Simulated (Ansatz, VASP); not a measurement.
# Cross-check of PbSe (Clausthalite) between VASP and Ansatz, part 2 of 2

Wanted: the spread between two codes on one cell, functional and k mesh.

VASP 6.6.1 and Ansatz 0.2.0.

So far. Step 4 (Differences): The walks stopped with 0.00 GPa left in Ansatz and 0.00 GPa in VASP; each walk ends within a tolerance, so the volume difference is uncertain by about these residues over the bulk modulus, most in soft cells.

### 5. VASP: relaxation of cell and atoms, r2SCAN with rVV10

Level of this step: r2SCAN with rVV10; plane waves and PAW (Pb_d, Se) (VASP).

The relaxed volume is the usual yardstick between codes: its relative difference is about their pressure difference at one cell divided by the bulk modulus.

File INCAR:

```
SYSTEM = PbSe
PREC = Accurate
ENCUT = 520
EDIFF = 1E-06
NELM = 100
ISMEAR = -1
SIGMA = 0.05
LREAL = .FALSE.
ALGO = Normal
METAGGA = R2SCAN
LUSE_VDW = .TRUE.
IVDW_NL = 2
BPARAM = 11.95
CPARAM = 0.0093
LASPH = .TRUE.
NBANDS = 16
LORBIT = 11
LWAVE = .FALSE.
LCHARG = .FALSE.
KPAR = 2
IBRION = 2
NSW = 60
ISIF = 3
EDIFFG = -0.01
```

File POSCAR:

```
PbSe
1.0
    0.0000000000      3.0606500000      3.0606500000
    3.0606500000      0.0000000000      3.0606500000
    3.0606500000      3.0606500000      0.0000000000
Pb Se
1 1
Direct
    0.0000000000      0.0000000000      0.0000000000
    0.5000000000      0.5000000000      0.5000000000
```

File KPOINTS:

```
Automatic mesh
0
Gamma
6 6 6
0 0 0
```

Potentials, in the order of the species: Pb_d and Se (PBE family, release 64).

Started as:

```bash
> mpirun -np 2 vasp_std
```

Numbers of over 12 decimals in the logs are rounded to 6 here.

The program printed:

```text
[banner, memory and clock lines left out]
running    2 mpi-ranks, on    1 nodes
[...]
|                                                                             |
|               ----> ADVICE to this user running VASP <----                  |
|                                                                             |
|     You have switched on vdW-DFT.                                           |
|     This routine was written and supplied by Jiri Klimes. We recommend      |
|     that you carefully read and cite the following publications:            |
|       J. Klimes, D.R. Bowler, A. Michelides                                 |
|          J. Phys.: Cond Matt. 22 022201 (2010)                              |
|       J. Klimes, D.R. Bowler, A. Michelides                                 |
|          Phys. Rev. B. 83, 195131 (2011)                                    |
|     and references therein.                                                 |
|                                                                             |

[...]
DAV:   2    -0.714163826553E+02    0.37054E-02   -0.77041E-03   664   0.149E+00    0.135E-01
Total rVV10 correction in eV:      0.5219245    22.7561794
Total rVV10 correction in eV:      0.5219245    22.7561794
DAV:   3    -0.714158079271E+02    0.57473E-03   -0.25349E-03   640   0.838E-01    0.263E-02
Total rVV10 correction in eV:      0.5218784    22.7561794
Total rVV10 correction in eV:      0.5218784    22.7561794
DAV:   4    -0.714158223799E+02   -0.14453E-04   -0.55854E-05   560   0.657E-02    0.194E-02
Total rVV10 correction in eV:      0.5217819    22.7561794
Total rVV10 correction in eV:      0.5217819    22.7561794
DAV:   5    -0.714158323465E+02   -0.99666E-05   -0.17379E-05   584   0.392E-02    0.446E-03
Total rVV10 correction in eV:      0.5217870    22.7561794
Total rVV10 correction in eV:      0.5217870    22.7561794
DAV:   6    -0.714158317717E+02    0.57480E-06   -0.22570E-06   552   0.150E-02
Total rVV10 correction in eV:      0.5217668    22.7561794
Total rVV10 correction in eV:      0.5217668    22.7561794
Total rVV10 correction in eV:      0.5217767    22.7561794
Total rVV10 correction in eV:      0.5217767    22.7561794
   3 F= -.71415832E+02 E0= -.71415794E+02  d E =-.143323E-02
[...]
reached required accuracy - stopping structural energy minimisation
```

OUTCAR, selected parts (step 5):

```text
  Total       -0.0052178     -0.0052178     -0.0052178      0.0000000      0.0000000     -0.0000000
  in kB       -0.1440443     -0.1440443     -0.1440443      0.0000000      0.0000000     -0.0000000
  external PRESSURE =      -0.1440443 kB  Pullay stress =       0.0000000 kB

 POSITION                                       TOTAL-FORCE (eV/Angst)
 -----------------------------------------------------------------------------------
      0.00000      0.00000      0.00000         0.000000      0.000000      0.000000
      3.07297      3.07297      3.07297        -0.000000      0.000000     -0.000000
 -----------------------------------------------------------------------------------
    total drift:                                0.000000     -0.000000     -0.000000

  FREE ENERGIE OF THE ION-ELECTRON SYSTEM (eV)
  ---------------------------------------------------
  free  energy   TOTEN  =       -71.4158317717 eV

  energy  without entropy=      -71.4157556384  energy(sigma->0) =      -71.41579371

[... 2 parts as in an earlier step ...]

[... 2 further parts left out ...]
[key lines of the parts left out:]
E-fermi :   5.0345
```

### 6. Ansatz: relaxation of cell and atoms, r2SCAN with rVV10

The same cell, functional, mesh and smearing now go to Ansatz, which takes its cutoff from its data sets.

File input.yaml:

```yaml
crystal:
  lattice:
    - [0.0, 3.06065, 3.06065]
    - [3.06065, 0.0, 3.06065]
    - [3.06065, 3.06065, 0.0]
  atoms:
    - { symbol: Pb, position: [0.0, 0.0, 0.0] }
    - { symbol: Se, position: [0.5, 0.5, 0.5] }
hamiltonian:
  xc: r2scan
  pseudopotentials: { kind: paw }
  dispersion: rvv10
kpoints:
  mp_grid: { grid: [6, 6, 6] }
scf:
  occupations: { method: fermi_dirac, width: 0.05 }
relax:
  f_tol: 0.01
  max_steps: 60
  cell: { stress_tol: 0.05 }
output:
  forces: true
  stress: true
```

Started as:

```bash
> ansatz run input.yaml --threads 4 --pin off --max-ram 9216MiB --backend cpu --events-out ev --progress --plain --runs-dir out
```

The program printed:

```text
[...]
Crystal: 2 atoms, lattice volume = 57.342 Å³
Basis set: ecut = 500 eV, 1459 PW (Γ), exchange–correlation on 144×144×144 points (64 copies of the dense FFT grid, shifted against one another)
Bands: 19, of which v1, the nominal top of the filled ones, is band 15 counted from 1 (14 counted from 0)
Symmetry: 48 space group operations
[...]
k-points: 16 of 216
[...]
-0.003993      -0.000000      -0.000000
       -0.000000      -0.003993       0.000000
       -0.000000       0.000000      -0.003993
  P = ⅓ Tr σ = -0.0040 GPa (-0.040 kbar)
--- Relaxed structure (3 steps of the walk, 3 accepted, 1 SCFs on fresh bases) ---
[...]
cell:  # Å, volume = 57.8535 Å³
    - [0, 3.069728, 3.069728]
    - [3.069728, 0, 3.069728]
    - [3.069728, 3.069728, 0]
  atoms:
    - { symbol: Pb, position: [0, 0, 0] }
    - { symbol: Se, position: [0.5, 0.5, 0.5] }
[key lines of the parts left out:]
SCF converged after 5 iterations
Free energy (F): -17395.753146 eV
Fermi energy:    8.996226 eV
```

The job ended after 5.4 s (4 threads of Intel Xeon Platinum 8488C (Sapphire Rapids), shared host; peak memory 0.64 GiB).

### 7. Side by side

What differs besides the data sets and the points named for the pairs above, as far as they apply: VASP keeps PBE cores, Ansatz makes them for the functional; the cutoff is 500 eV in Ansatz and 520 eV in VASP. Total energies have different zeros and are not compared.

The two programs side by side:

```csv
quantity,Ansatz,VASP,difference
volume (Å³),57.85,58.04,-0.32 %
"edge a after relaxation, in the typed setting (Å)",4.341,4.346,-0.10 %
```

The walks stopped with 0.00 GPa left in Ansatz and -0.01 GPa in VASP; each walk ends within a tolerance, so the volume difference is uncertain by about these residues over the bulk modulus, most in soft cells.

### 8. Results

| Item | Value |
| --- | --- |
| difference in volume (relaxation of cell and atoms, PBE with D3(BJ)) | 0.023 % |
| difference in volume (relaxation of cell and atoms, r2SCAN with rVV10) | -0.32 % |

**Reading.** The difference in volume is -0.32 % (relaxation of cell and atoms, r2SCAN with rVV10), within the 1.2 % picked in this series as the mark of a large difference, as far as the stopping tolerances let one tell. Such differences can come from data sets, numerical settings and the points named under the comparisons, not from the functional's error against experiment.

[Lines on the potential files, build, host, timing and source positions are cut from VASP's logs without a mark.]

[Logs are printed without paths, hosts, clocks, repeated set-up lines and the standing remarks that a program may print on its own settings, such as how far it seeks lower states.]

[Hosts, paths, dates, database ids (printed as entryN), source tags and the programs' standing remarks are cut or masked in the printed files.]
